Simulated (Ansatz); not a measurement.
**Elastic constants of CsI (Pm-3m), step by step**

```yaml
crystal:
  lattice:
    - [4.40170, 0.00000, 0.00000]
    - [0.00000, 4.40170, 0.00000]
    - [0.00000, 0.00000, 4.40170]
  atoms:
    - { symbol: Cs, position: [0.00000, 0.00000, 0.00000] }
    - { symbol: I, position: [0.50000, 0.50000, 0.50000] }
```

The conventional cell has a = 4.402 Å, b = 4.402 Å, c = 4.402 Å, α = 90.00°, β = 90.00°, γ = 90.00°. Cs (atom 1) is surrounded by 8 I at 3.81 Å. I (atom 2) is surrounded by 8 Cs at 3.81 Å.

Computed, not measured; unless marked otherwise by LDA, all-electron LAPW in Ansatz 0.2.0, scalar-relativistic. k mesh 6×6×6, strains of ±0.005, fixed occupations, basis error target 0.5 meV/atom. The cell was relaxed by PAW under this functional, which moved its volume by -10 % from the database entry's.

The cell is cubic and carries a residual pressure of 0.00 GPa at this level. Each strain component that symmetry leaves independent is applied at ±0.005, the ions relax wherever a strain frees them, and the stress (tension positive, GPa) is read. Shears are engineering strains, γ = 2ε.

```json
{"strain": "xx", "size": "-0.005", "σxx": "-0.1499", "σyy": "-0.0536", "σzz": "-0.0536", "σyz": "0.0000", "σxz": "0.0000", "σxy": "0.0000"}
{"strain": "xx", "size": "+0.005", "σxx": "0.1471", "σyy": "0.0523", "σzz": "0.0523", "σyz": "0.0000", "σxz": "0.0000", "σxy": "0.0000"}
{"strain": "yz", "size": "-0.005", "σxx": "-0.0006", "σyy": "-0.0003", "σzz": "-0.0003", "σyz": "-0.0524", "σxz": "0.0000", "σxy": "0.0000"}
{"strain": "yz", "size": "+0.005", "σxx": "-0.0006", "σyy": "-0.0003", "σzz": "-0.0003", "σyz": "0.0524", "σxz": "0.0000", "σxy": "0.0000"}
```

A central difference gives one constant, for example C11 ≈ (0.1471 − (-0.1499))/(0.01) = 29.7 GPa; the program then imposes the crystal's symmetry on the whole matrix.

What are the independent elastic constants?

C11 = 29.7, C12 = 10.6, C44 = 10.5 GPa.

Do they meet the Born conditions?

C11 − C12 = 19.1, C11 + 2C12 = 50.9 and C44 = 10.5 GPa must all be positive, so the crystal is elastically stable; that says nothing yet of its phonons.

What moduli does a random aggregate of grains have?

B = (C11 + 2C12)/3 = 17.0 GPa. G_V = (C11 − C12 + 3C44)/5 = 10.1 and G_R = 5(C11 − C12)C44/(4C44 + 3(C11 − C12)) = 10.1, so G_H = 10.1 GPa. Then E = 9BG/(3B + G) = 25.3 GPa, ν = (3B − 2G)/(6B + 2G) = 0.252 and B/G = 1.68, on the brittle side of Pugh's 1.75 (a rule of thumb, made for metals; it doesn't predict ductility here).

With the density of 5.059 g/cm³, how fast does sound travel, and what Debye temperature follows?

| direction | slow (m/s) | middle (m/s) | fast (m/s) |
| --- | --- | --- | --- |
| [100] | 1439 | 1439 | 2423 |
| [110] | 1374 | 1439 | 2460 |
| [111] | 1396 | 1396 | 2472 |

The mean of v⁻³ over directions and branches gives v_m = 1568 m/s and θ_D = (ħ/k_B) v_m (6π²n)^(1/3) = 134 K, n being atoms per volume. Young's modulus spans 24 to 26 GPa over directions, and the universal anisotropy index is 0.01.

How far do the constants move if PAW replaces LAPW in the same cell?

```tsv
constant	LAPW (GPa)	PAW (GPa)	difference
C11	29.7	29.7	0.0
C12	10.6	10.6	0.0
C44	10.5	10.5	0.0
```

Limits of these numbers: the frozen-core PAW files of the compared runs were fitted under PBE, their cores solved anew for this functional.
